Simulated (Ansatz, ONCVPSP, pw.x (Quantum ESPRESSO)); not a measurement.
**beryllium: does the ONCV potential hold in the solid?**

ONCVPSP 4.0.1.1 (patched build) input, shortened (lines: element, Z, core and valence counts, functional; n l f; lmax; l rc ep ncon nbas qcut; lloc lpopt rc5 dvloc0; l nproj debl; icmod fcfact rcfact), PBE, scalar-relativistic:

```
  Be 4.00    1    1        4      upf
    1    0    2.00
    2    0    1.50
    2
    0    2.00    0.00    4    9    4.00
    1    1.80    0.34    4    9    4.80
    2    2.05    0.06    4    8    4.30
    4    2    1.50    0.00
    0    2    0.30
    1    2    2.10
    2    2    1.30
    3    1.75    1.70
```

In the s channel the program set the typed energies aside and used -0.349, 0.250 Ha. In the p channel the program set the typed energies aside and used 0.050, 2.150 Ha.

Crystal test: fcc Be in pw.x 7.5, no spin, 18³ k-points, Fermi–Dirac smearing 0.01 Ry, cutoffs 50/200 Ry. The reference is all-electron LAPW (Ansatz 0.2.0) with the same functional, mesh and smearing; V0 and B0 come from Birch–Murnaghan fits to the pressures at five volumes. Errors are pseudo minus all-electron; Δ is the rms difference of the E(V) curves that follow from these fits, minima aligned, over ±6 % about the mean V0. Mesh and smearing are coarse, so the numbers serve the comparison and aren't converged zero-temperature values; the lattice is a test structure that the element need not adopt.

```
V (Å³/atom)  P all-electron (GPa)  P pseudo (GPa)
      7.518                  6.22            3.73
      7.716                  2.75            0.39
      7.914                 -0.36           -2.59
      8.112                 -3.15           -5.26
      8.310                 -5.65           -7.65
```

All-electron: a0 = 3.160 Å (V0 = 7.89 Å³/atom), B0 = 119.0 GPa.

Pseudopotential: mean pressure error (GPa): -2.24; a0 (Å): 3.140; a0 error (%): -0.63; B0 error (%): +2.3; Δ (meV/atom): 3.9. This is a poor potential for the solid.

Question: At the middle volume, how do free energy and pressure move when the wave cutoff is lowered (ecutrho kept at four times it)?

Answer:

| cutoff (Ry) | shift of F (meV/atom) | shift of P (GPa) |
| --- | --- | --- |
| 22 | +3.8 | -0.04 |
| 30 | +2.6 | +0.04 |
| 40 | +0.3 | -0.02 |

Input at the middle volume:

```
&control
  calculation='scf', prefix='x', pseudo_dir='./', outdir='./tmp', tstress=.true., disk_io='none'
/
&system
  ibrav=0, nat=1, ntyp=1, ecutwfc=50, ecutrho=200, nbnd=8,
  occupations='smearing', smearing='fd', degauss=0.01
/
&electrons
  conv_thr=1e-09, mixing_beta=0.4, electron_maxstep=70
/
ATOMIC_SPECIES
Be 1.0 Be.UPF
CELL_PARAMETERS angstrom
  0.00000000 1.58169236 1.58169236
  1.58169236 0.00000000 1.58169236
  1.58169236 1.58169236 0.00000000
ATOMIC_POSITIONS crystal
Be 0.0000 0.0000 0.0000
K_POINTS automatic
18 18 18 0 0 0
```

```bash
pw.x < Be.scf.in > Be.scf.out
```

Lines of the output:

```
Message from routine setup:
     using ibrav=0 with symmetry is DISCOURAGED, use correct ibrav instead
     lattice parameter (alat)  =       4.2270  a.u.
     unit-cell volume          =      53.4063 (a.u.)^3
     number of electrons       =         2.00
     number of Kohn-Sham states=            8
     kinetic-energy cutoff     =      50.0000  Ry
     charge density cutoff     =     200.0000  Ry
     scf convergence threshold =      1.0E-09
     Exchange-correlation= PBE
     number of k points=   195  Fermi-Dirac smearing, width (Ry)=  0.0100
     iteration #  1     ecut=    50.00 Ry     beta= 0.40
     total energy              =      -2.35609838 Ry
     estimated scf accuracy    <       0.00018323 Ry
     iteration #  2     ecut=    50.00 Ry     beta= 0.40
     total energy              =      -2.35616217 Ry
     estimated scf accuracy    <       0.00006459 Ry
     iteration #  3     ecut=    50.00 Ry     beta= 0.40
     total energy              =      -2.35616394 Ry
     estimated scf accuracy    <       0.00000007 Ry
     iteration #  4     ecut=    50.00 Ry     beta= 0.40
     the Fermi energy is     8.5094 ev
!    total energy              =      -2.35616397 Ry
     estimated scf accuracy    <          8.0E-10 Ry
     smearing contrib. (-TS)   =      -0.00052709 Ry
     The total energy is F=E-TS. E is the sum of the following terms:
     one-electron contribution =       2.00998120 Ry
     hartree contribution      =       0.00152064 Ry
     xc contribution           =      -1.29927977 Ry
     ewald contribution        =      -3.06785895 Ry
     convergence has been achieved in   4 iterations
          total   stress  (Ry/bohr**3)                   (kbar)     P=      -25.89
     Message from routine punch:
     Nothing written, as per user request (disk_io='none')
```

The run at the middle volume (195 k-points, 4 iterations) took about 5.3 s on one core of a shared host (Neoverse-N1, 64 threads, 124 GiB, load 51).
